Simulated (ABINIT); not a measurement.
Runs of ABINIT 10.8.3 (patched build) on TiTe2. It takes space group P-3m1 (No. 164, trigonal). The conventional cell has a = 3.777 Å, b = 3.777 Å, c = 6.498 Å, α = 90.00°, β = 90.00°, γ = 120.00°. Around Te (site symmetry 3m) lie 3 Ti at 2.77 Å. Ti (site symmetry -3m) is surrounded by 6 Te at 2.77 Å. 

```tsv
task	level	potentials or basis	cell	cutoff (eV)	cutoff smearing ecutsm (Ha)	optimiser	force threshold (eV/Å)	dispersion computed by	fine-grid cutoff	gap on the mesh (eV)	pressure (GPa)	relaxed volume (Å³/atom)	largest force (eV/Å)
relaxation of cell and atoms	PBE+D3(BJ)	JTH PAW PBE v2.0	relaxed	408	0.5	BFGS	0.03	simple-dftd3 1.7.0	816.342 eV	none	-0.1	(a)	0.01
relaxation of cell and atoms	PBE	JTH PAW PBE v2.0	relaxed	408	0.5	BFGS	0.03	-	816.342 eV	none	0.1	27.91	0.01
relaxation of cell and atoms	PBE+D3	JTH PAW PBE v2.0	relaxed	408	0.5	BFGS	0.03	simple-dftd3 1.7.0	816.342 eV	none	-0.2	26.75	-
single point	PBEsol	PseudoDojo NC SR PBEsol v0.4.1 standard	atoms moved at random, drawn with an rms of 0.05 Å	1143	-	-	-	-	-	none	-2.1	-	0.20
relaxation of cell and atoms	PBE+D4	JTH PAW PBE v2.0	relaxed	408	0.5	BFGS	0.03	dftd4 4.3.1	816.342 eV	none	-0.1	25.83	0.01
```

Alike in all rows: no spin polarisation; k mesh 8 × 8 × 4; smearing fermi-dirac 0.05 eV.

Q: Estimate the missing entries.

A: (a) 25.35.

Caveats: this functional lacks dispersion, which binds the layers, so the pressure and a relaxed spacing across them are unreliable (some runs).

A k mesh can miss the band edges, and the runs leave out spin-orbit coupling on Te.

A gap of «none» marks a metal or a gap under the smearing width.

The runs don't all hold the same shells in valence.
